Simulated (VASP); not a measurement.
# Sb (R-3m) in VASP: further runs

The runs below take Sb through relaxation of cell and atoms, with PBE.

All numbers are computed with VASP 6.6.1; they aren't measurements. Logs are shortened: lines on timing, memory, paths and dates and some standing lists are left out, and cuts for length are marked.

## 1. The crystal as given

The structure is trigonal, space group R-3m (No. 166). The conventional cell has a = 4.308 Å, b = 4.308 Å, c = 11.274 Å, α = 90.00°, β = 90.00°, γ = 120.00°. Around Sb (site symmetry 3m) lie 3 Sb at 2.91 Å.

## 2. Relaxation of cell and atoms, PBE

Contents of INCAR:

```
PREC     = Accurate       # precision mode
ENCUT    = 520            # plane-wave cutoff, eV
EDIFF    = 1E-7           # SCF threshold, eV
ISMEAR   = 0              # smearing method
SIGMA    = 0.02           # smearing width, eV
LREAL    = F              # projectors in reciprocal space
LASPH    = T              # aspherical terms in the spheres
NELM     = 60             # most SCF steps
ALGO     = Fast           # electronic algorithm
ISIF     = 3              # what is computed and relaxed
LWAVE    = F              # write WAVECAR
LCHARG   = F              # write CHGCAR
GGA      = PE             # functional
IBRION   = 2              # ionic algorithm
NSW      = 80             # ionic steps
EDIFFG   = -0.002         # ionic threshold
```

Contents of KPOINTS:

```
Automatic mesh
0
Gamma
  9 9 9
```

Contents of POSCAR:

```
Sb
1.0
    2.1542000000      1.2437279500      3.7580000000
   -2.1542000000      1.2437279500      3.7580000000
    0.0000000000     -2.4874559000      3.7580000000
Sb
2
Direct
    0.2334900000      0.2334900000      0.2334900000
    0.7665100000      0.7665100000      0.7665100000
```

Potentials or basis: VASP PAW PBE potentials, release 64 (Sb).

The run is started by

```sh
$ cat potpaw_PBE.64/Sb/POTCAR > POTCAR
$ mpirun -np 1 vasp_std > vasp.out
```

OUTCAR:

```text
PREC = Accurate
   ENCUT = 520
   EDIFF = 1E-7
   ISMEAR = 0
   LREAL = F
   LASPH = T
   NELM = 60
   ISIF = 3
   GGA = PE
   IBRION = 2
   NSW = 80
   EDIFFG = -0.002

 ion  position               nearest neighbor table
   1  0.233  0.233  0.233-   2 2.91   2 2.91   2 2.91   2 3.35   2 3.35   2 3.35
   2  0.767  0.767  0.767-   1 2.91   1 2.91   1 2.91   1 3.35   1 3.35   1 3.35

  LATTYP: Found a trigonal (rhomboedric) cell.
 ALAT       =     4.5066618304
 COS(alpha) =     0.5430253623

  Lattice vectors:

 A1 = (   2.1542000000,   1.2437279500,   3.7580000000)
 A2 = (  -2.1542000000,   1.2437279500,   3.7580000000)
 A3 = (   0.0000000000,  -2.4874559000,   3.7580000000)

Analysis of symmetry for initial positions (statically):
=====================================================================
 Subroutine PRICEL returns:
 Original cell was already a primitive cell.

 Routine SETGRP: Setting up the symmetry group for a
 trigonal (rhombohedral) supercell.

 Subroutine GETGRP returns: Found 12 space group operations
 (whereof 12 operations were pure point group operations)
 out of a pool of 12 trial point group operations.

The static configuration has the point symmetry D_3d.

Analysis of symmetry for dynamics (positions and initial velocities):
=====================================================================
 Subroutine PRICEL returns:
 Original cell was already a primitive cell.

 Routine SETGRP: Setting up the symmetry group for a
 trigonal (rhombohedral) supercell.

 Subroutine GETGRP returns: Found 12 space group operations
 (whereof 12 operations were pure point group operations)
 out of a pool of 12 trial point group operations.

The dynamic configuration has the point symmetry D_3d.

 Subroutine INISYM returns: Found 12 space group operations
 (whereof 12 operations are pure point group operations),
 and found     1 'primitive' translations

----------------------------------------------------------------------------------------

                                     Primitive cell

  volume of cell :      60.4115

  direct lattice vectors                    reciprocal lattice vectors
     2.154200000  1.243727950  3.758000000     0.232104726  0.134005726  0.088699663
    -2.154200000  1.243727950  3.758000000    -0.232104726  0.134005726  0.088699663
     0.000000000 -2.487455900  3.758000000     0.000000000 -0.268011452  0.088699663

  length of vectors
     4.506661830  4.506661830  4.506661830     0.282307932  0.282307932  0.282307932

  position of ions in fractional coordinates (direct lattice)
     0.233490000  0.233490000  0.233490000
     0.766510000  0.766510000  0.766510000

  ion indices of the primitive-cell ions
   primitive index   ion index
                 1           1
                 2           2

----------------------------------------------------------------------------------------

 KPOINTS: Automatic mesh

Automatic generation of k-mesh.
 Grid dimensions read from file:
 generate k-points for:    9    9    9

 Generating k-lattice:

  Cartesian coordinates                     Fractional coordinates (reciprocal lattice)
     0.025789414  0.014889525  0.009855518     0.111111111 -0.000000000  0.000000000
    -0.025789414  0.014889525  0.009855518    -0.000000000  0.111111111  0.000000000
     0.000000000 -0.029779050  0.009855518     0.000000000  0.000000000  0.111111111

  Length of vectors
     0.031367548  0.031367548  0.031367548

  Shift w.r.t. Gamma in fractional coordinates (k-lattice)
     0.000000000  0.000000000  0.000000000

 Subroutine IBZKPT returns following result:
 ===========================================

 Found     85 irreducible k-points:

 Following reciprocal coordinates:
            Coordinates               Weight
  0.000000  0.000000  0.000000      1.000000
  0.111111  0.000000  0.000000      6.000000
  0.222222  0.000000  0.000000      6.000000
  0.333333  0.000000  0.000000      6.000000
  0.444444  0.000000  0.000000      6.000000
  0.111111  0.111111 -0.000000      6.000000
[... 16 lines left out ...]
 -0.333333  0.333333  0.000000      6.000000
  0.444444  0.444444  0.000000      6.000000
 [... further k-points ...]
   k-points           NKPTS =     85   k-points in BZ     NKDIM =     85   number of bands    NBANDS=      9
   number of dos      NEDOS =    301   number of ions     NIONS =      2
   total plane-waves  NPLWV =  46656
   dimension x,y,z NGX =    36 NGY =   36 NGZ =   36
   dimension x,y,z NGXF=    72 NGYF=   72 NGZF=   72
   ions per type =               2
   NGX,Y,Z   is equivalent  to a cutoff of  13.28, 13.28, 13.28 a.u.
   NGXF,Y,Z  is equivalent  to a cutoff of  26.56, 26.56, 26.56 a.u.
 SYSTEM =  unknown system
   PREC   = accura    normal or accurate (medium, high low for compatibility)
   ISTART =      0    job   : 0-new  1-cont  2-samecut
   ICHARG =      2    charge: 1-file 2-atom 10-const
   ISPIN  =      1    spin polarized calculation?
   LNONCOLLINEAR =      F non collinear calculations
   LSORBIT =      F    spin-orbit coupling
   LASPH  =      T    aspherical Exc in radial PAW
   ENCUT  =  520.0 eV  38.22 Ry    6.18 a.u.   8.38  8.38  8.38*2*pi/ulx,y,z
   NELM   =     60;   NELMIN=  2; NELMDL= -5     # of ELM steps
   EDIFF  = 0.1E-06   stopping-criterion for ELM
   LREAL  =      F    real-space projection
   EDIFFG = -.2E-02   stopping-criterion for IOM
   NSW    =     80    number of steps for IOM
   IBRION =      2    ionic relax: 0-MD 1-quasi-New 2-CG
   NFREE  =      1    steps in history (QN), initial steepest desc. (CG)
   ISIF   =      3    stress and relaxation
   ISYM   =      2    0-nonsym 1-usesym 2-fastsym
   POTIM  = 0.5000    time-step for ionic-motion
   TEBEG  =    0.0;   TEEND  =   0.0 temperature during run
   PSTRESS=    0.0 pullay stress
   NELECT =      10.0000    total number of electrons
   NUPDOWN=      -1.0000    fix difference up-down
   EMIN   =  10.00;   EMAX   =-10.00  energy-range for DOS
   EFERMI =   0.00;   METHOD = LEGACY
   ISMEAR =     0;   SIGMA  =   0.02  broadening in eV -4-tet -1-fermi 0-gaus
   EFERMI_NEDOS =   21; number of points for ismear=-14 and -15
   IALGO  =     68    algorithm
   IMIX   =      4    mixing-type and parameters
     AMIX     =   0.40;   BMIX     =  1.00
     AMIX_MAG =   1.60;   BMIX_MAG =  1.00
  volume/ion in A,a.u.               =      30.21       203.84
  Fermi-wavevector in a.u.,A,eV,Ry     =   0.898880  1.698637 10.993305  0.807985
  Thomas-Fermi vector in A             =   2.021644
   LORBIT       =      0    0 simple, 1 ext, 2 COOP (PROOUT), +10 PAW based schemes
   GGA     = PE    functional components
   LHFCALC =     F    Hartree Fock is set to
   AEXX    =    0.0000 exact exchange contribution
   IVDW    =     0    specifies the selected vdW correction
   LEPSILON=     F    determine dielectric tensor
   LRPA    =     F    only Hartree local field effects (RPA)
 conjugate gradient relaxation of ions
 non-spin polarized calculation
 RMM-DIIS sequential band-by-band and
 Gauss-broadening in eV      SIGMA  =   0.02
  energy-cutoff  :      520.00
  volume of cell :       60.41
 maximum number of plane-waves:      1643
 NGX is ok and might be reduce to    36
   NGX = 17   NGY = 17   NGZ = 17

--------------------------------------- Ionic step        1  -------------------------------------------

 number of electron      10.0000000 magnetization

 Free energy of the ion-electron system (eV)
  ---------------------------------------------------
  ext. energy  EPLUGINS =         0.00000000
  ---------------------------------------------------
  free energy    TOTEN  =        -8.25546864 eV

  energy without entropy =       -8.25546458  energy(sigma->0) =       -8.25546661

------------------------ aborting loop because EDIFF is reached ----------------------------------------

  FORCE on cell =-STRESS in cart. coord.  units (eV):
  Direction    XX          YY          ZZ          XY          YZ          ZX
  --------------------------------------------------------------------------------------
  -------------------------------------------------------------------------------------
  Total        1.1470183      1.1470183      0.9295016     -0.0000000      0.0000000     -0.0000000
  in kB       30.4201601     30.4201601     24.6513818     -0.0000000      0.0000000     -0.0000000
  external PRESSURE =      28.4972340 kB  Pullay stress =       0.0000000 kB

 VOLUME and BASIS-vectors are now :
 -----------------------------------------------------------------------------
  energy-cutoff  :      520.00
  volume of cell :       60.41
      direct lattice vectors                 reciprocal lattice vectors
     2.154200000  1.243727950  3.758000000     0.232104726  0.134005726  0.088699663
    -2.154200000  1.243727950  3.758000000    -0.232104726  0.134005726  0.088699663
     0.000000000 -2.487455900  3.758000000     0.000000000 -0.268011452  0.088699663
[... 253 lines left out ...]
 POSITION                                       TOTAL-FORCE (eV/Angst)
 -----------------------------------------------------------------------------------
      0.00000      0.00000      2.67608         0.000000     -0.000000      0.000341
      0.00000      0.00000      8.80604        -0.000000      0.000000     -0.000341
 -----------------------------------------------------------------------------------
    total drift:                                0.000000      0.000000      0.000000

  FREE ENERGIE OF THE ION-ELECTRON SYSTEM (eV)
  ---------------------------------------------------
  free  energy   TOTEN  =        -8.2815561379 eV

  energy  without entropy=       -8.2815561379  energy(sigma->0) =       -8.28155614

--------------------------------------- Ionic step        9  -------------------------------------------

 number of electron      10.0000000 magnetization

 Free energy of the ion-electron system (eV)
  ---------------------------------------------------
  ext. energy  EPLUGINS =         0.00000000
  ---------------------------------------------------
  free energy    TOTEN  =        -8.28156107 eV

  energy without entropy =       -8.28156107  energy(sigma->0) =       -8.28156107

 E-fermi :   6.5798     XC(G=0):  -9.3047

 val. band max:        6.4923904118   @ k =   0.3333   0.2222   0.2222
 cond. band min:       6.6645255043   @ k =   0.4444   0.0000   0.0000
 fundamental gap:      0.1721350925
 Fermi energy:         6.5798308846

 k-point     1 :       0.0000    0.0000    0.0000
  band No.  band energies     occupation
      1      -5.6893      2.00000
      2       1.5884      2.00000
      3       4.7122      2.00000
      4       4.9405      2.00000
      5       4.9405      2.00000
      6       8.6353      0.00000
      7       9.2407      0.00000
      8       9.2407      0.00000
      9      11.7957      0.00000

 k-point     2 :       0.1111    0.0000    0.0000
  band No.  band energies     occupation
      1      -5.5603      2.00000
      2       1.0924      2.00000
      3       4.7462      2.00000
      4       4.9081      2.00000
      5       5.1005      2.00000
      6       8.5664      0.00000
      7       8.8968      0.00000
      8       8.9530      0.00000
      9      11.3312      0.00000
[... 253 lines left out ...]
 k-point    24 :       0.4444    0.4444    0.0000
  band No.  band energies     occupation
      1      -3.6344      2.00000
      2      -1.2148      2.00000
      3       1.6808      2.00000
      4       3.1933      2.00000
      5       3.2417      2.00000
      6       8.3376      0.00000
      7      11.2323      0.00000
      8      11.8674      0.00000
      9      12.6904      0.00000

 [... further k-points ...]
[... 5 lines left out ...]
  --------------------------------------------------------------------------------------
  -------------------------------------------------------------------------------------
  Total        0.0009074      0.0009074      0.0016156      0.0000000      0.0000000      0.0000000
  in kB        0.0228411      0.0228411      0.0406686      0.0000000      0.0000000      0.0000000
  external PRESSURE =       0.0287836 kB  Pullay stress =       0.0000000 kB

 VOLUME and BASIS-vectors are now :
 -----------------------------------------------------------------------------
  energy-cutoff  :      520.00
  volume of cell :       63.65
      direct lattice vectors                 reciprocal lattice vectors
     2.190157138  1.264487814  3.830290648     0.228294122  0.131805673  0.087025598
    -2.190157138  1.264487814  3.830290648    -0.228294122  0.131805673  0.087025598
     0.000000000 -2.528975627  3.830290648     0.000000000 -0.263611345  0.087025598

 POSITION                                       TOTAL-FORCE (eV/Angst)
 -----------------------------------------------------------------------------------
      0.00000      0.00000      2.67777         0.000000     -0.000000      0.000264
      0.00000      0.00000      8.81311        -0.000000      0.000000     -0.000264
 -----------------------------------------------------------------------------------
    total drift:                               -0.000000     -0.000000      0.000000

  FREE ENERGIE OF THE ION-ELECTRON SYSTEM (eV)
  ---------------------------------------------------
  free  energy   TOTEN  =        -8.2815610672 eV

  energy  without entropy=       -8.2815610672  energy(sigma->0) =       -8.28156107

 reached required accuracy - stopping structural energy minimisation
```

It took 92 s on 1 thread of Intel Xeon 6975P-C (Granite Rapids), shared host; peak memory 0.24 GiB.

What came out:

| Quantity | Value |
| --- | --- |
| Free energy | -8.2816 eV |
| Relaxed volume | 31.82 Å³/atom |
| Relaxed cell | a = 4.590 Å, b = 4.590 Å, c = 4.590 Å, α = 57.00°, β = 57.00°, γ = 57.00° |
| Space group after relaxing (to 0.05 Å) | R-3m (No. 166) |
| Energy gained by relaxing | 13.0 meV/atom |
| Ionic steps | 9 |
| Pressure after relaxing | 0.0 GPa |
| Band gap on the k mesh | 0.17 eV, indirect (least direct gap 0.50 eV) |

The path:
```csv
step,energy change (eV),largest force (eV/Å),pressure (GPa),volume (Å³)
1,0.0000,0.2155,2.85,60.41
2,-0.0138,0.2393,-1.58,65.23
3,-0.0252,0.0681,0.05,63.21
4,-0.0256,0.0466,0.03,63.31
5,-0.0259,0.0094,0.01,63.48
6,-0.0259,0.0003,0.01,63.52
7,-0.0260,0.0001,0.00,63.57
8,-0.0261,0.0003,0.00,63.63
9,-0.0261,0.0003,0.00,63.65
```

Final structure:
```
Sb
1.0
     2.19016    1.26449    3.83029
    -2.19016    1.26449    3.83029
     0.00000   -2.52898    3.83029
Sb
2
Cartesian
  0.0000 0.0000 2.6778
  0.0000 0.0000 8.8131
```

Levels at points of the mesh, in eV from the valence-band top:
```tsv
k point	band 3	band 4	band 5	band 6	band 7	band 8
(0.00, 0.00, 0.00)	-1.78	-1.55	-1.55	2.14	2.75	2.75
```

Caveat: spin-orbit coupling is left out, which moves the levels of the heavy elements; an odd mesh through Γ misses points on the zone boundary, where band edges often lie.

[end of part 1 of 2]
